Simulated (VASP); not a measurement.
# LiH (Fm-3m) in VASP: notebook, part 2 of 2

VASP 6.6.1. Earlier steps stand in the parts before.

**3. Relaxation of cell and atoms, PBE**

INCAR

```
SYSTEM = LiH
PREC = Accurate
ENCUT = 600
EDIFF = 1E-7
ISMEAR = 0
SIGMA = 0.02
LREAL = .FALSE.
LASPH = .TRUE.
NELM = 60
ALGO = Normal
ISIF = 3
LWAVE = .FALSE.
LCHARG = .FALSE.
GGA = PE
IBRION = 2
NSW = 90
EDIFFG = -0.005
```

KPOINTS

```
regular mesh
0
G
  10 10 10
  0 0 0
```

POSCAR

```
LiH
1.0
    0.0000000000      2.0086193900      2.0086193900
    2.0086193900      0.0000000000      2.0086193900
    2.0086193900      2.0086193900      0.0000000000
Li H
1 1
Direct
    0.0000000000      0.0000000000      0.0000000000
    0.5000000000      0.5000000000      0.5000000000
```

Potentials or basis: VASP PAW PBE potentials, release 64 (Li_sv, H).

On the command line:

```
$ cat potpaw_PBE.64/Li_sv/POTCAR potpaw_PBE.64/H/POTCAR > POTCAR
$ mpirun -np 1 vasp_std > vasp.out
```

OUTCAR:

```text
SYSTEM = LiH
   PREC = Accurate
   ENCUT = 600
   EDIFF = 1E-7
   ISMEAR = 0
   LREAL = .FALSE.
   LASPH = .TRUE.
   NELM = 60
   ISIF = 3
   GGA = PE
   IBRION = 2
   NSW = 90
   EDIFFG = -0.005

 ion  position               nearest neighbor table
   1  0.000  0.000  0.000-
   2  0.500  0.500  0.500-

  LATTYP: Found a face centered cubic cell.
 ALAT       =     4.0172387800

  Lattice vectors:

 A1 = (   0.0000000000,   2.0086193900,   2.0086193900)
 A2 = (   2.0086193900,   0.0000000000,   2.0086193900)
 A3 = (   2.0086193900,   2.0086193900,   0.0000000000)

Analysis of symmetry for initial positions (statically):
=====================================================================
 Subroutine PRICEL returns:
 Original cell was already a primitive cell.

 Routine SETGRP: Setting up the symmetry group for a
 face centered cubic supercell.

 Subroutine GETGRP returns: Found 48 space group operations
 (whereof 48 operations were pure point group operations)
 out of a pool of 48 trial point group operations.

The static configuration has the point symmetry O_h .

Analysis of symmetry for dynamics (positions and initial velocities):
=====================================================================
 Subroutine PRICEL returns:
 Original cell was already a primitive cell.

 Routine SETGRP: Setting up the symmetry group for a
 face centered cubic supercell.

 Subroutine GETGRP returns: Found 48 space group operations
 (whereof 48 operations were pure point group operations)
 out of a pool of 48 trial point group operations.

The dynamic configuration has the point symmetry O_h .

 Subroutine INISYM returns: Found 48 space group operations
 (whereof 48 operations are pure point group operations),
 and found     1 'primitive' translations

----------------------------------------------------------------------------------------

                                     Primitive cell

  volume of cell :      16.2078

  direct lattice vectors                    reciprocal lattice vectors
     0.000000000  2.008619390  2.008619390    -0.248927200  0.248927200  0.248927200
     2.008619390  0.000000000  2.008619390     0.248927200 -0.248927200  0.248927200
     2.008619390  2.008619390  0.000000000     0.248927200  0.248927200 -0.248927200

  length of vectors
     2.840616783  2.840616783  2.840616783     0.431154557  0.431154557  0.431154557

  position of ions in fractional coordinates (direct lattice)
     0.000000000  0.000000000  0.000000000
     0.500000000  0.500000000  0.500000000

  ion indices of the primitive-cell ions
   primitive index   ion index
                 1           1
                 2           2

----------------------------------------------------------------------------------------

 KPOINTS: regular mesh

Automatic generation of k-mesh.
 Grid dimensions read from file:
 generate k-points for:   10   10   10

 Generating k-lattice:
[... 43 lines left out ...]
 [... further k-points ...]
   k-points           NKPTS =     47   k-points in BZ     NKDIM =     47   number of bands    NBANDS=      6
   number of dos      NEDOS =    301   number of ions     NIONS =      2
   total plane-waves  NPLWV =  13824
   dimension x,y,z NGX =    24 NGY =   24 NGZ =   24
   dimension x,y,z NGXF=    48 NGYF=   48 NGZF=   48
   ions per type =               1   1
   NGX,Y,Z   is equivalent  to a cutoff of  14.05, 14.05, 14.05 a.u.
   NGXF,Y,Z  is equivalent  to a cutoff of  28.09, 28.09, 28.09 a.u.
 SYSTEM =  LiH
   PREC   = accura    normal or accurate (medium, high low for compatibility)
   ISTART =      0    job   : 0-new  1-cont  2-samecut
   ICHARG =      2    charge: 1-file 2-atom 10-const
   ISPIN  =      1    spin polarized calculation?
   LNONCOLLINEAR =      F non collinear calculations
   LSORBIT =      F    spin-orbit coupling
   LASPH  =      T    aspherical Exc in radial PAW
   ENCUT  =  600.0 eV  44.10 Ry    6.64 a.u.   5.67  5.67  5.67*2*pi/ulx,y,z
   NELM   =     60;   NELMIN=  2; NELMDL= -5     # of ELM steps
   EDIFF  = 0.1E-06   stopping-criterion for ELM
   LREAL  =      F    real-space projection
   EDIFFG = -.5E-02   stopping-criterion for IOM
   NSW    =     90    number of steps for IOM
   IBRION =      2    ionic relax: 0-MD 1-quasi-New 2-CG
   NFREE  =      1    steps in history (QN), initial steepest desc. (CG)
   ISIF   =      3    stress and relaxation
   ISYM   =      2    0-nonsym 1-usesym 2-fastsym
   POTIM  = 0.5000    time-step for ionic-motion
   TEBEG  =    0.0;   TEEND  =   0.0 temperature during run
   PSTRESS=    0.0 pullay stress
   NELECT =       4.0000    total number of electrons
   NUPDOWN=      -1.0000    fix difference up-down
   EMIN   =  10.00;   EMAX   =-10.00  energy-range for DOS
   EFERMI =   0.00;   METHOD = LEGACY
   ISMEAR =     0;   SIGMA  =   0.02  broadening in eV -4-tet -1-fermi 0-gaus
   EFERMI_NEDOS =   21; number of points for ismear=-14 and -15
   IALGO  =     38    algorithm
   IMIX   =      4    mixing-type and parameters
     AMIX     =   0.40;   BMIX     =  1.00
     AMIX_MAG =   1.60;   BMIX_MAG =  1.00
  volume/ion in A,a.u.               =       8.10        54.69
  Fermi-wavevector in a.u.,A,eV,Ry     =   1.026882  1.940525 14.347160  1.054486
  Thomas-Fermi vector in A             =   2.160798
   LORBIT       =      0    0 simple, 1 ext, 2 COOP (PROOUT), +10 PAW based schemes
   GGA     = PE    functional components
   LHFCALC =     F    Hartree Fock is set to
   AEXX    =    0.0000 exact exchange contribution
   IVDW    =     0    specifies the selected vdW correction
   LEPSILON=     F    determine dielectric tensor
   LRPA    =     F    only Hartree local field effects (RPA)
 conjugate gradient relaxation of ions
 non-spin polarized calculation
 Gauss-broadening in eV      SIGMA  =   0.02
  energy-cutoff  :      600.00
  volume of cell :       16.21
 maximum number of plane-waves:       552
   NGX = 11   NGY = 11   NGZ = 11

--------------------------------------- Ionic step        1  -------------------------------------------

 number of electron       3.9999995 magnetization

 Free energy of the ion-electron system (eV)
  ---------------------------------------------------
  ext. energy  EPLUGINS =         0.00000000
  ---------------------------------------------------
  free energy    TOTEN  =        -6.12709188 eV

  energy without entropy =       -6.12709188  energy(sigma->0) =       -6.12709188

------------------------ aborting loop because EDIFF is reached ----------------------------------------

  FORCE on cell =-STRESS in cart. coord.  units (eV):
  Direction    XX          YY          ZZ          XY          YZ          ZX
  --------------------------------------------------------------------------------------
  -------------------------------------------------------------------------------------
  Total       -0.0502824     -0.0502824     -0.0502824      0.0000000      0.0000000     -0.0000000
  in kB       -4.9705419     -4.9705419     -4.9705419      0.0000000      0.0000000     -0.0000000
  external PRESSURE =      -4.9705419 kB  Pullay stress =       0.0000000 kB
[... 59 lines left out ...]
--------------------------------------- Ionic step        3  -------------------------------------------

 number of electron       3.9999996 magnetization

 Free energy of the ion-electron system (eV)
  ---------------------------------------------------
  ext. energy  EPLUGINS =         0.00000000
  ---------------------------------------------------
  free energy    TOTEN  =        -6.12744462 eV

  energy without entropy =       -6.12744462  energy(sigma->0) =       -6.12744462

 E-fermi :   0.3434     XC(G=0):  -8.5386

 val. band max:        0.1285051435   @ k =   0.5000   0.5000   0.0000
 cond. band min:       3.1013660133   @ k =   0.5000   0.5000   0.0000
 fundamental gap:      2.9728608698
 Fermi energy:         0.3434046782

 k-point     1 :       0.0000    0.0000    0.0000
  band No.  band energies     occupation
      1     -44.1516      2.00000
      2      -5.3356      2.00000
      3      16.3176      0.00000
      4      18.1013      0.00000
      5      18.1013      0.00000
      6      18.1013      0.00000
[... 199 lines left out ...]
 k-point    24 :       0.4000    0.3000    0.0000
  band No.  band energies     occupation
      1     -44.1013      2.00000
      2      -2.2065      2.00000
      3       6.8404      0.00000
      4      10.6409      0.00000
      5      11.9737      0.00000
      6      16.4305      0.00000

 [... further k-points ...]

------------------------ aborting loop because EDIFF is reached ----------------------------------------

  FORCE on cell =-STRESS in cart. coord.  units (eV):
  Direction    XX          YY          ZZ          XY          YZ          ZX
  --------------------------------------------------------------------------------------
  -------------------------------------------------------------------------------------
  Total        0.0017101      0.0017101      0.0017101      0.0000000      0.0000000     -0.0000000
  in kB        0.1715332      0.1715332      0.1715332      0.0000000      0.0000000     -0.0000000
  external PRESSURE =       0.1715332 kB  Pullay stress =       0.0000000 kB
[... 17 lines left out ...]
  FREE ENERGIE OF THE ION-ELECTRON SYSTEM (eV)
  ---------------------------------------------------
  free  energy   TOTEN  =        -6.1274446249 eV

  energy  without entropy=       -6.1274446249  energy(sigma->0) =       -6.12744462

 reached required accuracy - stopping structural energy minimisation
```

OSZICAR:

```text
N       E                     dE             d eps       ncg     rms          rms(c)
DAV:   1    -0.116446719871E+01   -0.11645E+01   -0.14797E+03   570   0.674E+02
DAV:   2    -0.625023523213E+01   -0.50858E+01   -0.49852E+01   810   0.688E+01
DAV:   3    -0.636715202471E+01   -0.11692E+00   -0.11692E+00   666   0.102E+01
[... 23 lines left out ...]
DAV:   3    -0.612744294853E+01    0.14798E-03   -0.22682E-04  1020   0.101E-01    0.148E-02
DAV:   4    -0.612743915239E+01    0.37961E-05   -0.40617E-06   690   0.250E-02    0.577E-03
DAV:   5    -0.612744443639E+01   -0.52840E-05   -0.20541E-06   930   0.112E-02    0.757E-04
DAV:   6    -0.612744459127E+01   -0.15488E-06   -0.30438E-08   294   0.225E-03    0.239E-04
DAV:   7    -0.612744462491E+01   -0.33641E-07   -0.86663E-09   282   0.947E-04
   3 F= -.61274446E+01 E0= -.61274446E+01  d E =-.352745E-03
```

Wall time 8.8 s (1 thread of Intel Xeon Platinum 8488C (Sapphire Rapids), shared host); peak memory 0.12 GiB.

Results:

```
Free energy                            : -6.1274 eV
Relaxed volume                         : 7.99 Å³/atom
Relaxed cell                           : a = 2.827 Å, b = 2.827 Å, c = 2.827 Å, α = 60.00°, β = 60.00°, γ = 60.00°
Space group after relaxing (to 0.05 Å) : Fm-3m (No. 225)
Energy gained by relaxing              : 0.2 meV/atom
Ionic steps                            : 3
Pressure after relaxing                : 0.0 GPa
Band gap on the k mesh                 : 2.97 eV, direct
```

Step by step:
| step | energy change (eV) | largest force (eV/Å) | pressure (GPa) | volume (Å³) |
| --- | --- | --- | --- | --- |
| 1 | 0.0000 | 0.0000 | -0.50 | 16.21 |
| 2 | -0.0002 | 0.0000 | -0.37 | 16.15 |
| 3 | -0.0004 | 0.0000 | 0.02 | 15.97 |

Final structure:
```
Li H
1.0
     0.00000    1.99887    1.99887
     1.99887    0.00000    1.99887
     1.99887    1.99887    0.00000
Li H
1 1
Direct
  0.00000 0.00000 0.00000
  0.50000 0.50000 0.50000
```

Caveat: the cutoff is under 1.25 times the usual one of these potentials, so pressure, stress and relaxed cells hold a basis-set (Pulay) error.

**4. Relaxation of cell and atoms, PBE+D3(BJ)**

INCAR: that of step 3 with these lines changed.

```diff
@@ -14,2 +14,3 @@
 GGA = PE
+IVDW = 12
 IBRION = 2
```

KPOINTS is that of step 3.

POSCAR is that of step 3.

On the command line:

```
$ cat potpaw_PBE.64/Li_sv/POTCAR potpaw_PBE.64/H/POTCAR > POTCAR
$ mpirun -np 1 vasp_std > vasp.out
```

Wall time 12 s (1 thread of Intel Xeon Platinum 8488C (Sapphire Rapids), shared host); peak memory 0.14 GiB.

The run converged. Its results:

```
Free energy                            : -6.4794 eV
Relaxed volume                         : 7.23 Å³/atom
Relaxed cell                           : a = 2.734 Å, b = 2.734 Å, c = 2.734 Å, α = 60.00°, β = 60.00°, γ = 60.00°
Space group after relaxing (to 0.05 Å) : Fm-3m (No. 225)
Energy gained by relaxing              : 11.3 meV/atom
Ionic steps                            : 4
Pressure after relaxing                : 0.1 GPa
Band gap on the k mesh                 : 2.89 eV, direct
Dispersion energy per atom             : -0.186 eV
```

Step by step:
```csv
step,energy change (eV),largest force (eV/Å),pressure (GPa),volume (Å³)
1,0.0000,0.0000,-3.85,16.21
2,-0.0098,0.0000,-3.04,15.75
3,-0.0221,0.0000,-0.71,14.73
4,-0.0227,0.0000,0.06,14.45
```

Final structure:
```
Li H
1.0
     0.00000    1.93323    1.93323
     1.93323    0.00000    1.93323
     1.93323    1.93323    0.00000
Li H
1 1
Direct
  0.00000 0.00000 0.00000
  0.50000 0.50000 0.50000
```

Levels at points of the mesh, in eV from the valence-band top:
| k point | band 1 | band 2 | band 3 | band 4 | band 5 |
| --- | --- | --- | --- | --- | --- |
| (0.00, 0.00, 0.00) | -44.21 | -5.85 | 17.54 | 19.03 | 19.03 |
| (0.50, 0.00, 0.00) | -44.14 | -2.96 | 5.19 | 14.63 | 17.52 |
| (0.50, 0.50, 0.00) | -44.12 | 0.00 | 2.89 | 11.36 | 11.36 |

Caveat: the cutoff is under 1.25 times the usual one of these potentials, so pressure, stress and relaxed cells hold a basis-set (Pulay) error. A k mesh can miss the band edges.

**5. Relaxation of cell and atoms, PBEsol**

INCAR: that of step 4 with these lines changed.

```diff
@@ -2,3 +2,3 @@
 PREC = Accurate
-ENCUT = 600
+ENCUT = 300
 EDIFF = 1E-7
@@ -13,4 +13,3 @@
 LCHARG = .FALSE.
-GGA = PE
-IVDW = 12
+GGA = PS
 IBRION = 2
```

KPOINTS is that of step 4.

POSCAR is that of step 4.

On the command line:

```
$ cat potpaw_PBE.64/Li_sv/POTCAR potpaw_PBE.64/H/POTCAR > POTCAR
$ mpirun -np 1 vasp_std > vasp.out
```

It took 7.7 s on 1 thread of Intel Xeon Platinum 8488C (Sapphire Rapids), shared host; peak memory 0.1 GiB.

The run converged, but a check on its numbers failed (symmetry, net force, bounds or a known fault of this set-up), so they aren't taken as properties of the crystal.

Caveat: the cutoff lies under the usual one of these potentials, so the numbers hold a large basis-set error; the volume moved by over 15 % at a fixed basis, so the end points are rough; the PAW data sets were made with another functional, which shifts forces and pressure a little.

**6. Relaxation of cell and atoms, PBEsol**

INCAR: that of step 5 with these lines changed.

```diff
@@ -2,3 +2,3 @@
 PREC = Accurate
-ENCUT = 300
+ENCUT = 600
 EDIFF = 1E-7
```

KPOINTS

```
regular mesh
0
G
  4 4 4
  0 0 0
```

POSCAR is that of step 5.

Potentials or basis: VASP PAW PBE potentials, release 64 (Li_sv, H).

On the command line:

```
$ cat potpaw_PBE.64/Li_sv/POTCAR potpaw_PBE.64/H/POTCAR > POTCAR
$ mpirun -np 1 vasp_std > vasp.out
```

Run time: 5.9 s. Hardware: 1 thread of Intel Xeon Platinum 8488C (Sapphire Rapids), shared host; peak memory 0.12 GiB.

It converged, with:

```yaml
Free_energy: -6.1047 eV
Relaxed_volume: 7.93 Å³/atom
Relaxed_cell: a = 2.821 Å, b = 2.821 Å, c = 2.821 Å, α = 60.00°, β = 60.00°, γ = 60.00°
Space_group_after_relaxing_to_0.05_Å: Fm-3m (No. 225)
Energy_gained_by_relaxing: 0.4 meV/atom
Ionic_steps: 3
Pressure_after_relaxing: 0.0 GPa
Band_gap_on_the_k_mesh: 2.72 eV, direct
```

The path:
```csv
step,energy change (eV),largest force (eV/Å),pressure (GPa),volume (Å³)
1,0.0000,0.0000,-0.75,16.21
2,-0.0004,0.0000,-0.56,16.12
3,-0.0008,0.0000,0.01,15.87
```

Final structure:
```
CELL_PARAMETERS angstrom
0.00000 1.99446 1.99446
1.99446 0.00000 1.99446
1.99446 1.99446 0.00000
ATOMIC_POSITIONS crystal
Li 0.00000 0.00000 0.00000
H 0.50000 0.50000 0.50000
```

Levels at points of the mesh, in eV from the valence-band top:
| k point | band 1 | band 2 | band 3 | band 4 | band 5 | band 6 |
| --- | --- | --- | --- | --- | --- | --- |
| (0.00, 0.00, 0.00) | -43.72 | -5.61 | 16.29 | 17.86 | 17.86 | 17.86 |
| (0.50, 0.00, 0.00) | -43.67 | -2.75 | 4.72 | 13.69 | 16.41 | 16.41 |
| (0.50, 0.50, 0.00) | -43.65 | 0.00 | 2.72 | 10.67 | 10.67 | 13.76 |

Caveat: the k mesh is coarse (spacing up to 0.68 Å⁻¹), so the values aren't converged; the cutoff is under 1.25 times the usual one of these potentials, so pressure, stress and relaxed cells hold a basis-set (Pulay) error; the PAW data sets were made with another functional, which shifts forces and pressure a little.

**7. Summary**

```csv
level,potentials or basis,k mesh,mesh quality,gap on the mesh (eV),pressure (GPa),relaxed volume (Å³/atom)
LDA,"VASP PAW LDA potentials, release 64 (Li_sv, H)",10 × 10 × 10,not flagged,2.52,0.0,7.41
PBE,"VASP PAW PBE potentials, release 64 (Li_sv, H)",10 × 10 × 10,not flagged,2.97,0.0,7.99
PBE+D3(BJ),"VASP PAW PBE potentials, release 64 (Li_sv, H)",10 × 10 × 10,not flagged,2.89,0.1,7.23
PBEsol,"VASP PAW PBE potentials, release 64 (Li_sv, H)",4 × 4 × 4,coarse,2.72,0.0,7.93
```

Alike in all rows: task relaxation of cell and atoms; no spin polarisation; cell relaxed; cutoff (eV) 600; smearing gaussian 0.02 eV.

Caveats: some runs use coarse meshes; the cutoff is under 1.25 times the usual one of these potentials, so pressure, stress and relaxed cells hold a basis-set (Pulay) error; the PAW data sets were made with another functional, which shifts forces and pressure a little (some runs).

Total energies depend on the potentials used, so only differences within one code and one set of settings carry meaning.
